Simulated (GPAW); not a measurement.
Crystal: C.

```xyz
8
Lattice="2.5221 0.0000 0.0000 -1.2611 2.1842 0.0000 0.0000 0.0000 8.2371" Properties=species:S:1:pos:R:3 pbc="T T T"
C     1.2611    0.7281    6.9501
C     0.0000    1.4561    2.8315
C     0.0000    1.4561    1.2870
C     1.2611    0.7281    5.4056
C     0.0000    0.0000    7.4649
C     0.0000    0.0000    3.3463
C     0.0000    0.0000    0.7722
C     0.0000    0.0000    4.8908
```

This is a hexagonal form of diamond, not graphite.

| Property | Result |
| --- | --- |
| Program | GPAW 26.7.0 |
| Task | relaxation of cell and atoms |
| Functional | PBE |
| Potentials or basis | GPAW PAW data sets (gpaw-data 1.2.1) |
| Cutoff | 800 eV |
| Basis | pw |
| k mesh | 7 × 7 × 2 |
| Occupations | fermi-dirac, width 0.05 eV |
| Spin | no spin polarisation |

At the start: pressure 1.9 GPa; volume 5.67 Å³/atom.

Problem. How do energy, volume and symmetry change on relaxing?

Solution. Over 7 steps the energy falls by 2.6 meV/atom and the volume is 5.70 Å³/atom (+0.5 %); space group P6_3/mmc (No. 194, to 0.05 Å).

The path:
| step | energy change (eV) | largest force (eV/Å) | pressure (GPa) | volume (Å³) |
| --- | --- | --- | --- | --- |
| 1 | 0.0000 | 0.3275 | 1.91 | 45.38 |
| 2 | -0.0095 | 0.0898 | 1.71 | 45.39 |
| 3 | -0.0126 | 0.0394 | 1.47 | 45.42 |
| 4 | -0.0150 | 0.0945 | 1.14 | 45.45 |
| 5 | -0.0192 | 0.1184 | 0.36 | 45.53 |
| 6 | -0.0206 | 0.0647 | -0.08 | 45.57 |
| 7 | -0.0211 | 0.0132 | -0.16 | 45.58 |

Final structure:
```yaml
crystal:
  lattice:
    - [2.51770, 0.00000, 0.00000]
    - [-1.25885, 2.18040, 0.00000]
    - [0.00000, 0.00000, 8.30325]
  atoms:
    - { symbol: C, position: [0.66667, 0.33333, 0.84451] }
    - { symbol: C, position: [0.33333, 0.66667, 0.34451] }
    - { symbol: C, position: [0.33333, 0.66667, 0.15549] }
    - { symbol: C, position: [0.66667, 0.33333, 0.65549] }
    - { symbol: C, position: [0.00000, 0.00000, 0.90706] }
    - { symbol: C, position: [0.00000, 0.00000, 0.40706] }
    - { symbol: C, position: [0.00000, 0.00000, 0.09294] }
    - { symbol: C, position: [0.00000, 0.00000, 0.59294] }
```

Caveat: the k mesh is coarse; later steps reuse the first step's grids.
